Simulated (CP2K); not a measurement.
# Sn (I4_1/amd) in CP2K: reference runs

How does Sn come out in PBEsol? The cell is run as given, then over a range of volumes.

Everything below comes from runs of CP2K 2026.2. Logs are shortened: lines on timing, memory, paths and dates and some standing lists are left out, and cuts for length are marked.

**1. Starting point**

The structure is tetragonal, space group I4_1/amd (No. 141). The conventional cell has a = 5.880 Å, b = 5.880 Å, c = 3.199 Å, α = 90.00°, β = 90.00°, γ = 90.00°. Sn (site symmetry -4m2) has 6 Sn at 3.05 to 3.20 Å as nearest neighbours.

**2. Single point, PBEsol**

The input, sn_scf.inp:

```
&GLOBAL
  PROJECT sn_scf
  RUN_TYPE ENERGY_FORCE
  PRINT_LEVEL LOW
&END GLOBAL
&FORCE_EVAL
  METHOD QS
  STRESS_TENSOR ANALYTICAL
  &DFT
    BASIS_SET_FILE_NAME BASIS_MOLOPT_UZH
    POTENTIAL_FILE_NAME POTENTIAL_UZH
    &MGRID
      CUTOFF 450
      REL_CUTOFF 60
      NGRIDS 5
    &END MGRID
    &QS
      METHOD GPW
      EPS_DEFAULT 1.0E-10
    &END QS
    &KPOINTS
      SCHEME MONKHORST-PACK 9 9 9
      GAMMA_CENTERED T
      SYMMETRY T
      SYMMETRY_BACKEND SPGLIB
    &END KPOINTS
    &SCF
      SCF_GUESS ATOMIC
      EPS_SCF 1.0E-6
      MAX_SCF 100
      ADDED_MOS 10
      CHOLESKY OFF
      EPS_EIGVAL 1.0E-7
      &DIAGONALIZATION ON
        ALGORITHM STANDARD
      &END DIAGONALIZATION
      &MIXING ON
        METHOD BROYDEN_MIXING
        ALPHA 0.4
        BETA 1.5
        NBUFFER 8
      &END MIXING
      &SMEAR ON
        METHOD FERMI_DIRAC
        ELECTRONIC_TEMPERATURE [K] 580.226
      &END SMEAR
    &END SCF
    &XC
      &XC_FUNCTIONAL
        &GGA_X_PBE_SOL
        &END GGA_X_PBE_SOL
        &GGA_C_PBE_SOL
        &END GGA_C_PBE_SOL
      &END XC_FUNCTIONAL
    &END XC
    &PRINT
      &KPOINTS ON
      &END KPOINTS
      &MULLIKEN ON
      &END MULLIKEN
      &MO ON
        ENERGIES T
        OCCUPATION_NUMBERS T
        &EACH
          QS_SCF 0
        &END EACH
        ADD_LAST NUMERIC
      &END MO
      &LOWDIN ON
      &END LOWDIN
      &HIRSHFELD ON
        SHAPE_FUNCTION DENSITY
      &END HIRSHFELD
    &END PRINT
  &END DFT
  &SUBSYS
    &CELL
      A 4.4549543932 0.0000000000 0.0000000000
      B -3.3066746911 2.9853845870 0.0000000000
      C -0.5741398510 -1.4926922935 4.1579865072
      PERIODIC XYZ
    &END CELL
    &COORD
      SCALED
      Sn  0.0000000000 0.0000000000 0.0000000000
      Sn  0.7500000000 0.2500000000 0.5000000000
    &END COORD
    &KIND Sn
      BASIS_SET TZVP-MOLOPT-PBE-GTH-q4
      POTENTIAL GTH-PBE-q4
    &END KIND
    &PRINT
      &ATOMIC_COORDINATES ON
      &END ATOMIC_COORDINATES
      &CELL ON
      &END CELL
      &SYMMETRY ON
      &END SYMMETRY
    &END PRINT
  &END SUBSYS
  &PRINT
    &FORCES ON
    &END FORCES
    &STRESS_TENSOR ON
    &END STRESS_TENSOR
  &END PRINT
&END FORCE_EVAL
```

Potentials or basis: POTENTIAL_UZH Sn GTH-PBE-q4; TZVP-MOLOPT-PBE-GTH basis.

Run with:

```sh
OMP_NUM_THREADS=1 cp2k.psmp -i sn_scf.inp -o sn_scf.out
```

sn_scf.out:

```text

 CP2K| version string:                                       CP2K version 2026.2
 CP2K| Input file name                                                sn_scf.inp

 GLOBAL| Force Environment number                                              1
 GLOBAL| Basis set file name                                    BASIS_MOLOPT_UZH
 GLOBAL| Potential file name                                       POTENTIAL_UZH
 GLOBAL| MM Potential file name                                     MM_POTENTIAL
 GLOBAL| Coordinate file name                                      __STD_INPUT__
 GLOBAL| Method name                                                        CP2K
 GLOBAL| Project name                                                     sn_scf
 GLOBAL| Run type                                                   ENERGY_FORCE
 GLOBAL| FFT library                                                       FFTW3
[... 8 lines left out ...]
 GLOBAL| CPU model name                                                  UNKNOWN

 CELL| Volume [angstrom^3]:                                            55.300190
 CELL| Vector a [angstrom]:       4.455     0.000     0.000   |a| =     4.454954
 CELL| Vector b [angstrom]:      -3.307     2.985     0.000   |b| =     4.454954
 CELL| Vector c [angstrom]:      -0.574    -1.493     4.158   |c| =     4.454954
 CELL| Angle (b,c), alpha [degree]:                                    97.404686
 CELL| Angle (a,c), beta  [degree]:                                    97.404686
 CELL| Angle (a,b), gamma [degree]:                                   137.923144
 CELL| Numerically orthorhombic:                                              NO
 CELL| Periodicity                                                           XYZ

 CELL_REF| Volume [angstrom^3]:                                        55.300190
 CELL_REF| Vector a [angstrom     4.455     0.000     0.000   |a| =     4.454954
 CELL_REF| Vector b [angstrom    -3.307     2.985     0.000   |b| =     4.454954
 CELL_REF| Vector c [angstrom    -0.574    -1.493     4.158   |c| =     4.454954
 CELL_REF| Angle (b,c), alpha [degree]:                                97.404686
 CELL_REF| Angle (a,c), beta  [degree]:                                97.404686
 CELL_REF| Angle (a,b), gamma [degree]:                               137.923144
 CELL_REF| Numerically orthorhombic:                                          NO
 CELL_REF| Periodicity                                                       XYZ
[... 9 lines left out ...]
 TOTAL NUMBERS AND MAXIMUM NUMBERS

  Total number of            - Atomic kinds:                                   1
                             - Atoms:                                          2
                             - Shell sets:                                     2
                             - Shells:                                        14
                             - Primitive Cartesian functions:                  8
                             - Cartesian basis functions:                     36
                             - Spherical basis functions:                     34

  Maximum angular momentum of- Orbital basis functions:                        2
                             - Local part of the GTH pseudopotential:          0
                             - Non-local part of the GTH pseudopotential:      4

 MODULE QUICKSTEP: ATOMIC COORDINATES IN ANGSTROM

   Atom Kind Element         X             Y             Z       Z(eff)     Mass
      1    1 Sn   50      0.000000      0.000000      0.000000   4.0000 118.7100
      2    1 Sn   50      2.227477      0.000000      2.078993   4.0000 118.7100

 Crystal Symmetry Information
       International Symbol:                                            I4_1/amd
       Point Group Symbol:                                                 4/mmm
       Schoenflies Symbol:                                                D4h^19
       Number of Symmetry Operations:                                         16

 SCF PARAMETERS         Density guess:                                    ATOMIC
                        --------------------------------------------------------
                        max_scf:                                             100
[... 7 lines left out ...]
                        --------------------------------------------------------
                        level_shift [a.u.]:                             0.000000
                        added MOs                                        10    0
                        --------------------------------------------------------
                        Mixing method:                            BROYDEN_MIXING
                                                charge density mixing in g-space
                        --------------------------------------------------------
                        Smear method:                                FERMI_DIRAC
                        Electronic temperature [K]:                        580.2
                        Electronic temperature [a.u.]:                  1.84E-03
                        Accuracy threshold:                             1.00E-10
                        --------------------------------------------------------
                        No outer SCF

 *******************************************************************************
                                    Kpoints
[... 52 lines left out ...]
 *******************************************************************************

 Extrapolation method: initial_guess

 Number of electrons:                                                          8
 Number of occupied orbitals:                                                  4
 Number of molecular orbitals:                                                14

 Number of orbital functions:                                                 34
 Number of independent orbital functions:                                     34

 SCF WAVEFUNCTION OPTIMIZATION

  Step     Update method      Time    Convergence         Total energy    Change
  ------------------------------------------------------------------------------
     1 NoMix/Diag. 0.40E+00    2.2     0.24614200        -7.0862090814 -7.09E+00
     2 Broy./Diag. 0.40E+00    2.0     0.00278072        -7.1143614365 -2.82E-02
     3 Broy./Diag. 0.40E+00    2.0     0.00962614        -7.0009974969  1.13E-01
     4 Broy./Diag. 0.40E+00    2.0     0.00087985        -6.9801265252  2.09E-02
     5 Broy./Diag. 0.40E+00    2.0     0.00101314        -6.9697206984  1.04E-02
     6 Broy./Diag. 0.40E+00    2.0     0.00015228        -6.9684499283  1.27E-03
     7 Broy./Diag. 0.40E+00    2.0     0.00007163        -6.9681822785  2.68E-04
     8 Broy./Diag. 0.40E+00    2.0     0.00005939        -6.9682310317 -4.88E-05
     9 Broy./Diag. 0.40E+00    2.0     0.00000636        -6.9682448760 -1.38E-05
    10 Broy./Diag. 0.40E+00    2.0     0.00000667        -6.9682537790 -8.90E-06
    11 Broy./Diag. 0.40E+00    2.0     0.00000072        -6.9682544283 -6.49E-07

  *** SCF run converged in    11 steps ***

  Electronic density on regular grids:         -8.0000000000        0.0000000000
  Core density on regular grids:                7.9999999964       -0.0000000036
  Total charge density on r-space grids:       -0.0000000036
  Total charge density g-space grids:          -0.0000000036

  Overlap energy of the core charge distribution:               0.00000000019755
  Self energy of the core charge distribution:                -14.92071625911348
  Core Hamiltonian energy:                                      3.12128938737211
  Hartree energy:                                               6.88843755408117
  Exchange-correlation energy:                                 -2.05698971078956
  Electronic entropic energy:                                  -0.00027539934300
  Fermi energy:                                                 0.18258870827693

  Total energy:                                                -6.96825442831338
  Total energy (extrapolated to T->0):                         -6.96811672864188

 MO| EIGENVALUES AND OCCUPATION NUMBERS FOR K POINT 1
 MO|
 MO|  Index      Eigenvalue [a.u.]        Eigenvalue [eV]             Occupation
 MO|      1              -0.099103              -2.696738               2.000000
 MO|      2              -0.095845              -2.608072               2.000000
 MO|      3               0.029543               0.803917               2.000000
 MO|      4               0.030456               0.828756               2.000000
 MO|      5               0.264007               7.184001               0.000000
 MO|      6               0.443103              12.057440               0.000000
 MO|      7               0.495660              13.487599               0.000000
 MO|      8               0.497663              13.542099               0.000000
 MO|      9               0.620249              16.877840               0.000000
 MO|     10               0.675019              18.368194               0.000000
 MO|     11               0.704126              19.160242               0.000000
 MO|     12               0.753920              20.515204               0.000000
 MO|     13               0.757295              20.607049               0.000000
[... 256 lines left out ...]
 MO|      4               0.075017               2.041306               2.000000
 MO|      5               0.126871               3.452345               2.000000
 MO|      6               0.276361               7.520178               0.000000
 MO|      7               0.387331              10.539818               0.000000
 MO|      8               0.436565              11.879548               0.000000
 MO|      9               0.571015              15.538111               0.000000
 MO|     10               0.622475              16.938395               0.000000
 MO|     11               0.677422              18.433603               0.000000
 MO|     12               0.716383              19.493782               0.000000
 MO|     13               0.764753              20.809976               0.000000
 MO|     14               0.843709              22.958489               0.000000
 MO| Sum:                                                              10.000000
 MO| E(Fermi):            0.182589 a.u.          4.968491 eV
 MO| Band gap:            0.051855 a.u.          1.411038 eV

 [... the levels of further k-points ...]

 !-----------------------------------------------------------------------------!
                     Mulliken Population Analysis

 #  Atom  Element  Kind  Atomic population                           Net charge
       1     Sn       1          4.000000                              0.000000
       2     Sn       1          4.000000                             -0.000000
 # Total charge                              8.000000                  0.000000

 !-----------------------------------------------------------------------------!

 !-----------------------------------------------------------------------------!
                           Hirshfeld Charges

  #Atom  Element  Kind  Ref Charge     Population                    Net charge
      1       Sn     1       4.000          4.000                        -0.000
      2       Sn     1       4.000          4.000                        -0.000

  Total Charge                                                           -0.000
 !-----------------------------------------------------------------------------!

 LOWDIN POPULATION ANALYSIS

 #  Atom  Element  Kind  Atomic population                           Net charge
       1     Sn       1          4.000000                             -0.000000
       2     Sn       1          4.000000                              0.000000
 # Total charge                              8.000000                  0.000000

 ENERGY| Total FORCE_EVAL ( QS ) energy [hartree]             -6.968255935949802

 FORCES| Atomic forces [hartree/bohr]
 FORCES|   Atom     x               y               z               |f|
 FORCES|      1  2.18562040E-10 -2.05701319E-11  1.02934590E-09   1.05249489E-09
 FORCES|      2 -2.18304673E-10  2.10576290E-11 -1.02940572E-09   1.05250961E-09
 FORCES| Sum     2.57367344E-13  4.87497084E-13 -5.98113010E-14
 FORCES| Total atomic force                                       5.54498646E-13

 STRESS| Analytical stress tensor [bar]
 STRESS|                        x                   y                   z
 STRESS|      x        1.83996307472E+04  -1.22466845144E+03   7.33420276344E-04
 STRESS|      y       -1.22466845144E+03   1.56864643622E+04  -9.27988858139E-04
 STRESS|      z        7.33420276344E-04  -9.27988858139E-04   1.88706555924E+04
 STRESS| 1/3 Trace                                             1.76522502340E+04
 STRESS| Determinant                                           5.41824338749E+12

 STRESS| Eigenvectors and eigenvalues of the analytical stress tensor [bar]
 STRESS|                        1                   2                   3
 STRESS| Eigenvalues   1.52154450886E+04   1.88706498408E+04   1.88706557724E+04
 STRESS|      x           0.358974396166      0.919072003845      0.162616218889
 STRESS|      y           0.933347407398     -0.353483907774     -0.062543936939
 STRESS|      z           0.000000164931     -0.174229098297      0.984705144349
```

It took 27 s on 1 thread of Arm Neoverse V1, shared host; peak memory 0.31 GiB.

Results:

```
Free energy            : -189.6159 eV
Pressure               : 1.8 GPa
Band gap on the k mesh : none (metal or under the smearing width)
```

Stress tensor (GPa, compression positive):
```
 1.84 -0.12  0.00
-0.12  1.57  0.00
 0.00  0.00  1.89
```

Caveat: the potentials were made for another functional, which shifts forces and pressure; the basis of atomic orbitals isn't converged, which shifts pressures, moduli and gaps.

**3. Single point, PBEsol, 27.65 Å³/atom**

The input, sn_eos.inp:

```
&GLOBAL
  PROJECT sn_eos
  RUN_TYPE ENERGY_FORCE
  PRINT_LEVEL LOW
&END GLOBAL
&FORCE_EVAL
  METHOD QS
  STRESS_TENSOR ANALYTICAL
  &DFT
    BASIS_SET_FILE_NAME BASIS_MOLOPT_UZH
    POTENTIAL_FILE_NAME POTENTIAL_UZH
    &MGRID
      CUTOFF 450
      REL_CUTOFF 60
      NGRIDS 4
    &END MGRID
    &QS
      METHOD GPW
      EPS_DEFAULT 1.0E-10
    &END QS
    &KPOINTS
      SCHEME MONKHORST-PACK 9 9 9
      GAMMA_CENTERED T
      SYMMETRY T
      SYMMETRY_BACKEND SPGLIB
    &END KPOINTS
    &SCF
      SCF_GUESS ATOMIC
      EPS_SCF 1.0E-6
      MAX_SCF 100
      ADDED_MOS 10
      CHOLESKY OFF
      EPS_EIGVAL 1.0E-7
      &DIAGONALIZATION ON
        ALGORITHM STANDARD
      &END DIAGONALIZATION
      &MIXING ON
        METHOD BROYDEN_MIXING
        ALPHA 0.4
        BETA 1.5
        NBUFFER 8
      &END MIXING
      &SMEAR ON
        METHOD FERMI_DIRAC
        ELECTRONIC_TEMPERATURE [K] 580.226
      &END SMEAR
    &END SCF
    &XC
      &XC_FUNCTIONAL
        &GGA_X_PBE_SOL
        &END GGA_X_PBE_SOL
        &GGA_C_PBE_SOL
        &END GGA_C_PBE_SOL
      &END XC_FUNCTIONAL
    &END XC
    &PRINT
      &KPOINTS ON
      &END KPOINTS
      &MULLIKEN ON
      &END MULLIKEN
      &MO ON
        ENERGIES T
        OCCUPATION_NUMBERS T
        &EACH
          QS_SCF 0
        &END EACH
        ADD_LAST NUMERIC
      &END MO
    &END PRINT
  &END DFT
  &SUBSYS
    &CELL
      ABC 4.4549543932 4.4549543932 4.4549543932
      ALPHA_BETA_GAMMA 97.4046863285 97.4046863279 137.9231435343
      PERIODIC XYZ
    &END CELL
    &COORD
      Sn  0.0000000000 0.0000000000 0.0000000000
      Sn  2.2274771966 0.0000000000 2.0789932536
    &END COORD
    &KIND Sn
      BASIS_SET TZVP-MOLOPT-PBE-GTH-q4
      POTENTIAL GTH-PBE-q4
    &END KIND
    &PRINT
      &ATOMIC_COORDINATES ON
      &END ATOMIC_COORDINATES
      &CELL ON
      &END CELL
    &END PRINT
  &END SUBSYS
  &PRINT
    &FORCES ON
    &END FORCES
    &STRESS_TENSOR ON
    &END STRESS_TENSOR
  &END PRINT
&END FORCE_EVAL
```

Potentials or basis: POTENTIAL_UZH Sn GTH-PBE-q4; TZVP-MOLOPT-PBE-GTH basis.

Run with:

```sh
OMP_NUM_THREADS=1 cp2k.psmp -i sn_eos.inp -o sn_eos.out
```

Run time: 26 s. Hardware: 1 thread of Arm Neoverse V1, shared host; peak memory 0.31 GiB.

It converged, with:

| Item | Value |
| --- | --- |
| Free energy | -189.6159 eV |
| Pressure | 1.8 GPa |
| Band gap on the k mesh | none (metal or under the smearing width) |

Caveat: the potentials were made for another functional, which shifts forces and pressure; the basis of atomic orbitals isn't converged, which shifts pressures, moduli and gaps.

**4. Single point, PBEsol, 27.10 Å³/atom (volume scaled by 0.98)**

Edit sn_eos.inp of step 3 so:

```diff
@@ -11,2 +11,3 @@
     POTENTIAL_FILE_NAME POTENTIAL_UZH
+    WFN_RESTART_FILE_NAME previous-RESTART.kp
     &MGRID
@@ -27,3 +28,3 @@
     &SCF
-      SCF_GUESS ATOMIC
+      SCF_GUESS RESTART
       EPS_SCF 1.0E-6
@@ -72,4 +73,4 @@
     &CELL
-      ABC 4.4549543932 4.4549543932 4.4549543932
-      ALPHA_BETA_GAMMA 97.4046863285 97.4046863279 137.9231435343
+      ABC 4.4250544695 4.4250544695 4.4250544695
+      ALPHA_BETA_GAMMA 97.4046863290 97.4046863279 137.9231435343
       PERIODIC XYZ
@@ -78,3 +79,3 @@
       Sn  0.0000000000 0.0000000000 0.0000000000
-      Sn  2.2274771966 0.0000000000 2.0789932536
+      Sn  2.2125272348 -0.0000000000 2.0650398583
     &END COORD
```

Run with:

```sh
OMP_NUM_THREADS=1 cp2k.psmp -i sn_eos.inp -o sn_eos.out
```

Run time: 23 s. Hardware: 1 thread of Arm Neoverse V1, shared host; peak memory 0.3 GiB.

It converged, with:

```yaml
Free_energy: -189.5996 eV
Pressure: 3.0 GPa
Band_gap_on_the_k_mesh: none (metal or under the smearing width)
```

Caveat: the potentials were made for another functional, which shifts forces and pressure; the basis of atomic orbitals isn't converged, which shifts pressures, moduli and gaps.

**5. Single point, PBEsol, 28.20 Å³/atom (volume scaled by 1.02)**

Edit sn_eos.inp of step 4 so:

```diff
@@ -73,4 +73,4 @@
     &CELL
-      ABC 4.4250544695 4.4250544695 4.4250544695
-      ALPHA_BETA_GAMMA 97.4046863290 97.4046863279 137.9231435343
+      ABC 4.4844582622 4.4844582622 4.4844582623
+      ALPHA_BETA_GAMMA 97.4046863280 97.4046863282 137.9231435349
       PERIODIC XYZ
@@ -79,3 +79,3 @@
       Sn  0.0000000000 0.0000000000 0.0000000000
-      Sn  2.2125272348 -0.0000000000 2.0650398583
+      Sn  2.2422291311 0.0000000000 2.0927618221
     &END COORD
```

Run with:

```sh
OMP_NUM_THREADS=1 cp2k.psmp -i sn_eos.inp -o sn_eos.out
```

Run time: 31 s. Hardware: 1 thread of Arm Neoverse V1, shared host; peak memory 0.3 GiB.

Results (log left out):

```
Free energy            : -189.6242 eV
Pressure               : 0.7 GPa
Band gap on the k mesh : none (metal or under the smearing width)
```

Caveat: the potentials were made for another functional, which shifts forces and pressure; the basis of atomic orbitals isn't converged, which shifts pressures, moduli and gaps.

[end of part 1 of 2]
